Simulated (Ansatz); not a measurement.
CuO:

```
CELL_PARAMETERS angstrom
0.00000 -2.11656 -2.11656
-2.11656 0.00000 -2.11656
2.11656 2.11656 -4.23312
ATOMIC_POSITIONS crystal
Cu 0.50535 0.47673 0.49068
Cu 0.02554 0.96738 0.98505
O 0.74687 0.77205 0.76076
O 0.26769 0.27068 0.26064
```

The cell comes from a database or a generator and needn't be the stable form of this composition.

The cell isn't the ideal one: atoms moved at random, drawn with an rms of 0.05 Å.

A run of Ansatz 0.2.0 on this cell left the log below. Logs are shortened: lines on timing, memory, paths and dates and some standing lists are left out, and cuts for length are marked.

```text
Warning: RAYON_NUM_THREADS=2 ignored (pool sized by the plan → 2); use --threads N
Cu: projections on atomic orbitals take those of the free atom 1s2 2s2 2p6 3s2 3p6 3d10 4s1, of charge +0.00 (hamiltonian.pseudopotentials.projection_atoms)
O: projections on atomic orbitals take those of the free atom 1s2 2s2 2p4, of charge +0.00 (hamiltonian.pseudopotentials.projection_atoms)
LAPW: plane waves up to 10.962 Å⁻¹, error target 1.0e-3 eV per atom; small_component_spin mean_spin; O in spheres of 0.857 Å, 8 of its electrons in bands, Dirac shells []; Cu in spheres of 1.056 Å, 19 of its electrons in bands, Dirac shells [] (how accurate: hamiltonian.pseudopotentials.lapw.basis_error, Limitations)
Engine: ansatz 0.2.0, x86_64-unknown-linux-gnu
Pseudopotentials: kind: all_electron
Pseudopotential: Cu, LAPW, valence charge 19, lapw/all_electron/scalar/gaussian/Cu, Koelling and Harmon's equation, gaussian nucleus
Pseudopotential: O, LAPW, valence charge 8, lapw/all_electron/scalar/gaussian/O, Koelling and Harmon's equation, gaussian nucleus
Functional definition: PBE
  parameter kappa = 0.804
  parameter beta = 0.06672455060314922
  exchange = pbe_x(kappa = kappa, mu = beta*pi^2/3)
  correlation = pbe_c(beta = beta)
Crystal: 4 atoms, lattice volume = 37.927 Å³
Basis set: ecut = 457.83316409566197 eV, 821 PW (Γ), exchange–correlation at level 2
Bands: 33, of which v1, the nominal top of the filled ones, is band 27 counted from 1 (26 counted from 0)
Symmetry: 1 space group operations
Space group: P1 (ITA 1), of the structure as read, at distance tolerance 3.4e-5 Å
k-points: 304 of 600 (time reversal used)
Non-local potential: Cu, projectors of the file, none
Non-local potential: O, projectors of the file, none
Initial density: superposition of atomic densities (chi_scale 0.1, normalization cell, long waves kept (reshape's long-wave potential 0.01 eV rms))
[... 21 lines left out ...]
SCF converged after 14 iterations
Free energy (F): -94161.752331 eV
Harris-Foulkes:  -94161.752331 eV  (|F-HF|=6.62e-8)
Internal energy: -94161.726446 eV  (E = F + TS)
E sigma→0 (E₀):  -94161.739389 eV
Entropy (-TS):   -0.025885 eV (-6.471 meV/atom)
Fermi energy:    13.155563 eV
--- Per-component energies (eV) ---
  E_band       = -2764.011786
  E_kinetic    = 95706.530430
  E_xc         = -4144.859074
  E_electrostatic = -185723.397803  (all electrons and nuclei)
  E_smearing   = -0.025885  (= −TS)
  E_closure    = 0.000000  (closes the sum)
  E_atoms      = -94142.871920  (free atoms, spherical and without spin; not in F)
  Σ components = -94161.752331   (vs F -94161.752331, Δ=0.00e0)
  Basis errors (estimates in eV, not in F): energy 4.4e-4 per atom: plane waves 4.0e-4 (2.3e-4 summed), levels above the bands 4.1e-96, relativity 9.3e-8, radial functions 4.1e-5, core shells 1.1e-8; eigenvalues (radial functions only) 5.9e-6; not estimated: angular momenta, meshes, grids; target (lapw.basis_error) 1.0e-3; muffin-tin radii O 0.857 Å, Cu 1.056 Å
--- Forces (eV/Å), atoms counted from 1 ---
  atom   1  Cu    -0.34615846     0.07938270    -1.21043619
  atom   2  Cu    -0.18042865     0.57971547    -1.07764551
  atom   3  O      0.22805941    -0.31009370     1.13098605
  atom   4  O      0.29852391    -0.34900705     1.15710569
  max |Σ_I F_I| component: 1.00e-5 eV/Å
--- Stress (GPa, compression-positive) ---
        2.991932       0.260881      -0.838572
        0.260881       3.955136       1.034760
       -0.838572       1.034760      10.762067
  P = ⅓ Tr σ = 5.9030 GPa (59.030 kbar)
--- Band table (eV; the first three rows and the last of 304) ---
  k-point 0: bands = ["-493.3628", "-493.2806", "-99.0252", "-99.0169", "-56.4834", "-56.4316", "-56.4044", "-56.3964", "-56.3748", "-56.3479", "-6.5231", "-5.2507", "5.5836", "8.0649", "8.2464", "9.6029", "9.8899", "9.9136", "10.6667", "10.8611", "11.2392", "11.2803", "11.5569", "11.6044", "11.7118", "11.9987", "13.6612", "13.8261", "14.5029", "19.0035", "22.5479", "26.9823", "27.1860"]
  k-point 1: bands = ["-493.3628", "-493.2806", "-99.0251", "-99.0169", "-56.4833", "-56.4316", "-56.4039", "-56.3969", "-56.3748", "-56.3480", "-6.4507", "-5.3499", "5.8156", "8.1416", "8.3310", "9.2098", "9.6496", "9.9317", "10.6819", "10.8191", "11.1794", "11.2305", "11.2626", "11.6320", "11.9384", "12.2241", "13.5971", "13.7367", "15.0324", "18.8150", "22.8279", "27.2320", "27.4226"]
  k-point 2: bands = ["-493.3628", "-493.2806", "-99.0251", "-99.0169", "-56.4832", "-56.4315", "-56.4026", "-56.3984", "-56.3748", "-56.3481", "-6.2474", "-5.6055", "6.4590", "8.3130", "8.4349", "8.5808", "9.2238", "9.5196", "10.7587", "10.8339", "11.0653", "11.1223", "11.1509", "11.4563", "12.4599", "12.6497", "13.3796", "13.4783", "16.1255", "18.2242", "23.6985", "27.0289", "27.9482"]
  k-point 303: bands = ["-493.3628", "-493.2806", "-99.0243", "-99.0161", "-56.4903", "-56.4372", "-56.4035", "-56.4017", "-56.3820", "-56.3510", "-5.2764", "-5.1343", "6.4570", "6.6700", "7.9083", "8.0029", "8.5958", "8.7767", "10.7696", "10.8740", "11.3351", "11.3514", "11.5683", "11.5820", "12.3741", "12.4707", "12.7090", "12.7380", "20.1406", "20.2870", "22.5733", "22.9833", "24.6956"]
--- Löwdin populations: 4 sites ---
  site symbol       q [e]
     0     Cu     27.9409
     1     Cu     27.9410
     2      O      8.9454
     3      O      8.9383
  spilling = 0.003168 (of n_electrons = 74.000000)
```

Task: What input gives this log?

Result: Single point with PBE, no spin polarisation. The files as run (others can give the same):

input.yaml
```yaml
crystal:
  lattice:
    - [0.0, -2.11656, -2.11656]
    - [-2.11656, 0.0, -2.11656]
    - [2.11656, 2.11656, -4.23312]
  atoms:
    - { symbol: Cu, position: [0.505352, 0.476729, 0.490678] }
    - { symbol: Cu, position: [0.025538, 0.967382, 0.985054] }
    - { symbol: O, position: [0.746869, 0.772051, 0.760763] }
    - { symbol: O, position: [0.267686, 0.270683, 0.260642] }
kpoints:
  mp_grid: { grid: [10, 10, 6] }
scf:
  occupations: { method: fermi_dirac, width: 0.05 }
hamiltonian:
  xc: pbe
  pseudopotentials: { kind: all_electron, lapw: { basis_error: 0.001 } }
output:
  forces: true
  stress: true
  eigenvalues: true
  populations: true
```

Potentials or basis: all-electron LAPW, scalar-relativistic.
Run with:
```console
$ ansatz run input.yaml --threads 2 --pin off --max-ram 6144MiB --backend cpu --events-out ev --progress --plain --runs-dir out
```

Caveat: the run has no spin polarisation, though such a crystal can be magnetic; semilocal functionals often make such compounds metallic where correlation or magnetic order opens a gap, which also shifts bond lengths.
